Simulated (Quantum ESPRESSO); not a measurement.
GaP:

```
CELL_PARAMETERS angstrom
0.00000 2.72525 2.72525
2.72525 0.00000 2.72525
2.72525 2.72525 0.00000
ATOMIC_POSITIONS crystal
Ga 0.00000 0.00000 0.00000
P 0.75000 0.75000 0.75000
```

Program: Quantum ESPRESSO 7.5. Alike in all runs: no spin polarisation; cell as given; smearing fermi-dirac 0.05 eV.

Q: Order these runs on this cell by their pressure, lowest first.
A. level PBE; potentials or basis SSSP 1.3 efficiency PBE; k mesh 8 × 8 × 8; cutoff (eV) 952
B. level LDA; potentials or basis PseudoDojo 0.4.1 SR LDA standard; k mesh 6 × 6 × 6, shifted; cutoff (eV) 1088; form of the LDA correlation PW92
C. level vdW-DF3-opt1; potentials or basis PseudoDojo 0.4.1 SR PBE standard; k mesh 8 × 8 × 8; cutoff (eV) 1088
D. level BLYP; potentials or basis PseudoDojo 0.4.1 SR PBE standard; k mesh 6 × 6 × 6, shifted; cutoff (eV) 1088

A: B (-2.9 GPa), C (0.1 GPa), A (2.4 GPa), D (6.1 GPa).

Caveats: the potentials were made for another functional, which shifts forces and pressure (some runs); the cell is more than 3 GPa from zero pressure, which shifts response properties (some runs).

Not every run made on this cell is shown here.
